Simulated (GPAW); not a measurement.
# PtS2 (P-3m1) in GPAW: a series of runs, part 2 of 2

GPAW 26.7.0. Earlier steps stand in the parts before.

**5. Relaxation of cell and atoms, PBEsol, target pressure 10 GPa, at which the enthalpy is minimised**

File run.py:

```python
from ase import Atoms
from ase.filters import FrechetCellFilter
from ase.io import write
from ase.optimize import BFGS
from ase.units import GPa
from gpaw import GPAW, PW, setup_paths

setup_paths.insert(0, '.')

atoms = Atoms(['Pt', 'S', 'S'],
              cell=[[3.5432, 0.0, 0.0],
                    [-1.7716, 3.0685012107, 0.0],
                    [0.0, 0.0, 5.0388]],
              scaled_positions=[[0.0, 0.0, 0.0],
                                [0.6666666667, 0.3333333333, 0.773],
                                [0.3333333333, 0.6666666667, 0.227]],
              pbc=True)

calc = GPAW(mode=PW(600),
            xc='PBEsol',
            kpts={'size': (6, 6, 4), 'gamma': True},
            occupations={'name': 'fermi-dirac', 'width': 0.05},
            nbands=26,
            convergence={'density': 1e-05, 'forces': 0.0001},
            maxiter=150,
            txt='gpaw.txt')
atoms.calc = calc
opt = BFGS(FrechetCellFilter(atoms, scalar_pressure=10 * GPa), trajectory='relax.traj', logfile='-')
done = opt.run(fmax=0.02, steps=60)
calc.write('gs.gpw')
write('result.traj', atoms)
print('Converged:', done)
print('Cell:', atoms.cell.cellpar().round(4))
print('Volume:', round(atoms.get_volume(), 4))
print(atoms.get_scaled_positions().round(5))
```

Potentials or basis: PAW data sets generated in the run's folder for this functional, pw.

Command:

```bash
> gpaw-setup -f PBEsol Pt S
> OMP_NUM_THREADS=1 python run.py
```

gpaw.txt:

```text
__  _  _
 | _ |_)|_||  |
 |__||  | ||/\| - 26.7.0

Input parameters:
  mode=PW(ecut=600.0),
  convergence={'density': 1e-05, 'forces': 0.0001},
  kpts=MonkhorstPack(size=(6, 6, 4), gamma=True),
  maxiter=150,
  nbands=26,
  occupations=Occupations(name='fermi-dirac', width=0.05),
  xc=XC(name='PBEsol')

Diagonalizing LCAO Hamiltonian
Converting LCAO to pw mode

            S

         S

       Pt

Atoms  # Å, Bohr magnetons
|   | symbol |         x |        y |        z |    initial magnetic moments |
|---|--------|-----------|----------|----------|-----------------------------|
| 0 |     Pt |  0.000000 | 0.000000 | 0.000000 | ( 0.0000,  0.0000,  0.0000) |
| 1 |      S |  1.771600 | 1.022834 | 3.894992 | ( 0.0000,  0.0000,  0.0000) |
| 2 |      S | -0.000000 | 2.045667 | 1.143808 | ( 0.0000,  0.0000,  0.0000) |

Unit cell  # Å
| periodic |         x |        y |        z |  lengths |     angles |
|----------|-----------|----------|----------|----------|------------|
|      yes |  3.543200 | 0.000000 | 0.000000 | 3.543200 |  90.000000 |
|      yes | -1.771600 | 3.068501 | 0.000000 | 3.543200 |  90.000000 |
|      yes |  0.000000 | 0.000000 | 5.038800 | 5.038800 | 120.000000 |

Number of symmetries: 12
Symmetry operations  # r_c * U_cc + t_c -> r_c
|    | kind |            matrix            |
|----|------|------------------------------|
|  0 |  σ   |  1, 1, 0,  0,-1, 0,  0, 0, 1 |
|  1 |  S6  |  1, 1, 0, -1, 0, 0,  0, 0,-1 |
|  2 |  E   |  1, 0, 0,  0, 1, 0,  0, 0, 1 |
|  3 |  C2  |  1, 0, 0, -1,-1, 0,  0, 0,-1 |
|  4 |  C2  |  0, 1, 0,  1, 0, 0,  0, 0,-1 |
|  5 |  C3  |  0, 1, 0, -1,-1, 0,  0, 0, 1 |
|  6 |  S6  |  0,-1, 0,  1, 1, 0,  0, 0,-1 |
|  7 |  σ   |  0,-1, 0, -1, 0, 0,  0, 0, 1 |
|  8 |  σ   | -1, 0, 0,  1, 1, 0,  0, 0, 1 |
|  9 |  i   | -1, 0, 0,  0,-1, 0,  0, 0,-1 |
| 10 |  C3  | -1,-1, 0,  1, 0, 0,  0, 0, 1 |
| 11 |  C2  | -1,-1, 0,  0, 1, 0,  0, 0,-1 |
[... 221 lines left out ...]
Atoms  # Å, Bohr magnetons
|   | symbol |         x |         y |        z |    initial magnetic moments |
|---|--------|-----------|-----------|----------|-----------------------------|
| 0 |     Pt |  0.000000 | -0.000000 | 0.000000 | ( 0.0000,  0.0000,  0.0000) |
| 1 |      S |  1.768369 |  1.020968 | 3.872631 | ( 0.0000,  0.0000,  0.0000) |
| 2 |      S | -0.000000 |  2.041936 | 1.155176 | ( 0.0000,  0.0000,  0.0000) |

Unit cell  # Å
| periodic |         x |         y |        z |  lengths |     angles |
|----------|-----------|-----------|----------|----------|------------|
|      yes |  3.536737 | -0.000000 | 0.000000 | 3.536737 |  90.000000 |
|      yes | -1.768369 |  3.062904 | 0.000000 | 3.536737 |  90.000000 |
|      yes |  0.000000 |  0.000000 | 5.027807 | 5.027807 | 120.000000 |

Number of symmetries: 12
Symmetry operations  # r_c * U_cc + t_c -> r_c
|    | kind |            matrix            |
|----|------|------------------------------|
|  0 |  σ   |  1, 1, 0,  0,-1, 0,  0, 0, 1 |
|  1 |  S6  |  1, 1, 0, -1, 0, 0,  0, 0,-1 |
|  2 |  E   |  1, 0, 0,  0, 1, 0,  0, 0, 1 |
|  3 |  C2  |  1, 0, 0, -1,-1, 0,  0, 0,-1 |
|  4 |  C2  |  0, 1, 0,  1, 0, 0,  0, 0,-1 |
|  5 |  C3  |  0, 1, 0, -1,-1, 0,  0, 0, 1 |
|  6 |  S6  |  0,-1, 0,  1, 1, 0,  0, 0,-1 |
|  7 |  σ   |  0,-1, 0, -1, 0, 0,  0, 0, 1 |
|  8 |  σ   | -1, 0, 0,  1, 1, 0,  0, 0, 1 |
|  9 |  i   | -1, 0, 0,  0,-1, 0,  0, 0,-1 |
| 10 |  C3  | -1,-1, 0,  1, 0, 0,  0, 0, 1 |
| 11 |  C2  | -1,-1, 0,  0, 1, 0,  0, 0,-1 |
[... 443 lines left out ...]
Gap: 0.108 eV
Transition (v -> c):
  (s=0, k=0, n=13, [0.00, 0.00, 0.00]) -> (s=0, k=14, n=14, [0.33, 0.33, 0.00])
Direct/indirect transitions are different
Direct gap: 0.907 eV
Transition at: (s=0, k=3, n=13, [0.17, 0.00, -0.25])

Stress tensor  # eV/Ang^3
|         x |         y |        z |
|-----------|-----------|----------|
| -0.058206 |  0.000000 | 0.000000 |
|  0.000000 | -0.058206 | 0.000000 |
|  0.000000 |  0.000000 | 0.002113 |

Forces  # eV/Ang
|        x |        y |        z |
|----------|----------|----------|
|  0.00000 |  0.00000 |  0.00000 |  # Pt   0
| -0.00000 |  0.00000 |  0.34483 |  # S    1
|  0.00000 | -0.00000 | -0.34483 |  # S    2
[... 971 lines left out ...]
Stress tensor  # eV/Ang^3
|         x |         y |         z |
|-----------|-----------|-----------|
| -0.103747 |  0.000000 |  0.000000 |
|  0.000000 | -0.103747 | -0.000000 |
|  0.000000 | -0.000000 | -0.085007 |

Forces  # eV/Ang
|       x |        y |        z |
|---------|----------|----------|
| 0.00000 |  0.00000 |  0.00000 |  # Pt   0
| 0.00000 |  0.00000 | -0.39116 |  # S    1
| 0.00000 | -0.00000 |  0.39116 |  # S    2

Interpolating wave functions to new cell

            S
         S

       Pt
[... 409 lines left out ...]
SCF iterations
|iter     | |      energy | eigst |  dens |force |
|---------|-|-------------|-------|-------|------|
|iter:   1| |  -17.170714 | -1.43 |       |      |
|iter:   2| |  -17.143143 | -3.98 | -1.71 |      |
|iter:   3| |  -17.077053 | -2.88 | -1.80 |      |
|iter:   4| |  -17.075418 | -4.14 | -2.53 |      |
|iter:   5| |  -17.075390c| -5.95 | -3.02 |      |
|iter:   6| |  -17.075378c| -6.30 | -3.24 |      |
|iter:   7| |  -17.075378c| -8.02c| -4.19 |      |
|iter:   8| |  -17.075378c| -8.50c| -4.56 |      |
|iter:   9| |  -17.075378c| -9.18c| -5.38c|      |
|iter:  10| |  -17.075378c| -9.78c| -6.06c|-3.84 |
|iter:  11| |  -17.075378c|-10.33c| -6.74c|-6.74c|

Converged in 11 steps
Energy contributions relative to reference atoms: (reference = -521915.989661)

Energy contributions:
  Kinetic:          10.122135
  Coulomb:          -9.725108
  Zero:             -0.359260
  External:          0.000000
  Xc:              -17.109770
  Entropy:          -0.006750
  Spinorbit:         0.000000
  ----------------------------
  Free energy:     -17.078753
  Extrapolated:    -17.075378
[... 282 lines left out ...]
Forces  # eV/Ang
|        x |        y |        z |
|----------|----------|----------|
| -0.00000 |  0.00000 |  0.00000 |  # Pt   0
|  0.00000 |  0.00000 | -0.00226 |  # S    1
|  0.00000 | -0.00000 |  0.00226 |  # S    2

# Writing to gs.gpw (mode='')
```

stdout:

```text
Step          Energy          fmax
BFGS:    0      -13.752183        0.972568
BFGS:    1      -13.785058        0.864439
BFGS:    2      -14.009268        1.068174
BFGS:    3      -14.026256        0.957728
BFGS:    4      -14.091684        0.853822
BFGS:    5      -14.117343        0.899256
BFGS:    6      -14.202102        0.618809
BFGS:    7      -14.219879        0.222102
BFGS:    8      -14.224093        0.060014
BFGS:    9      -14.224535        0.011291
Converged: True
Cell: [  3.5344   3.5344   4.2392  90.      90.     120.    ]
Volume: 45.8609
[[0.      0.      0.     ]
 [0.66667 0.33333 0.72111]
 [0.33333 0.66667 0.27889]]
```

Run time: 3.1 min. Hardware: 1 thread of Arm Neoverse V1, shared host; peak memory 0.26 GiB.

Results:

| Property | Result |
| --- | --- |
| Free energy | -17.0869 eV |
| Relaxed volume | 15.29 Å³/atom |
| Relaxed cell | a = 3.534 Å, b = 3.534 Å, c = 4.239 Å, α = 90.00°, β = 90.00°, γ = 120.00° |
| Space group after relaxing (to 0.05 Å) | P-3m1 (No. 164) |
| Energy change on relaxing (the enthalpy is what falls) | +29.3 meV/atom |
| Ionic steps | 10 |
| Pressure after relaxing | 9.9 GPa |
| Band gap on the k mesh | none (metal or under the smearing width) |

Forces on the atoms (eV/Å):
```
Pt   0.000  0.000  0.000
S    0.000  0.000 -0.002
S    0.000  0.000  0.002
```

Step by step:
| step | energy change (eV) | largest force (eV/Å) | pressure (GPa) | volume (Å³) |
| --- | --- | --- | --- | --- |
| 1 | 0.0000 | 0.9726 | 6.42 | 54.78 |
| 2 | -0.0130 | 0.8663 | 6.15 | 54.46 |
| 3 | 0.0641 | 0.3448 | 6.10 | 49.66 |
| 4 | 0.0785 | 0.2699 | 7.35 | 49.16 |
| 5 | 0.1776 | 0.2662 | 15.10 | 46.55 |
| 6 | 0.1776 | 0.3794 | 15.97 | 46.14 |
| 7 | 0.1695 | 0.3912 | 15.62 | 44.91 |
| 8 | 0.1052 | 0.2650 | 11.83 | 45.65 |
| 9 | 0.0961 | 0.0597 | 10.42 | 45.74 |
| 10 | 0.0880 | 0.0023 | 9.91 | 45.86 |

Final structure:
```yaml
crystal:
  lattice:
    - [3.53438, 0.00000, 0.00000]
    - [-1.76719, 3.06087, 0.00000]
    - [0.00000, 0.00000, 4.23921]
  atoms:
    - { symbol: Pt, position: [0.00000, 0.00000, 0.00000] }
    - { symbol: S, position: [0.66667, 0.33333, 0.72111] }
    - { symbol: S, position: [0.33333, 0.66667, 0.27889] }
```

Levels at points of the mesh, in eV from the Fermi level:
```tsv
k point	band 12	band 13	band 14	band 15	band 16	band 17
(0.00, 0.00, 0.00)	-1.61	-1.61	0.57	0.61	0.61	2.73
(0.00, 0.00, 0.50)	-2.68	-2.68	-1.52	2.71	2.71	5.57
(0.50, 0.50, 0.00)	-3.77	-3.68	-3.16	0.69	2.92	5.79
(0.50, 0.50, 0.50)	-3.35	-3.11	-1.34	0.25	1.91	4.69
```

Caveat: later steps reuse the first step's grids; the volume moved by over 15 % at a fixed basis, so the end points are rough. The run has no spin-orbit coupling, so splittings on Pt are missing.

**6. Summary**

| cell | target pressure | gap on the mesh (eV) | pressure (GPa) | largest force (eV/Å) |
| --- | --- | --- | --- | --- |
| relaxed | - | 0.26 | 0.0 | 0.01 |
| relaxed to 2 GPa | 2 GPa | none | 2.0 | 0.01 |
| relaxed to 5 GPa | 5 GPa | none | 5.1 | 0.01 |
| relaxed to 10 GPa | 10 GPa | none | 9.9 | - |

Alike in all rows: task relaxation of cell and atoms; level PBEsol; potentials or basis PAW data sets generated in the run's folder for this functional, pw; no spin polarisation; k mesh 6 × 6 × 4; cutoff (eV) 600; smearing fermi-dirac 0.05 eV.

Caveats: later steps reuse the first step's grids; spin-orbit coupling is left out, which moves the levels of the heavy elements (some runs); the volume moved by over 15 % at a fixed basis, so the end points are rough (some runs).

Absolute energies hang on the potentials; compare differences alone.
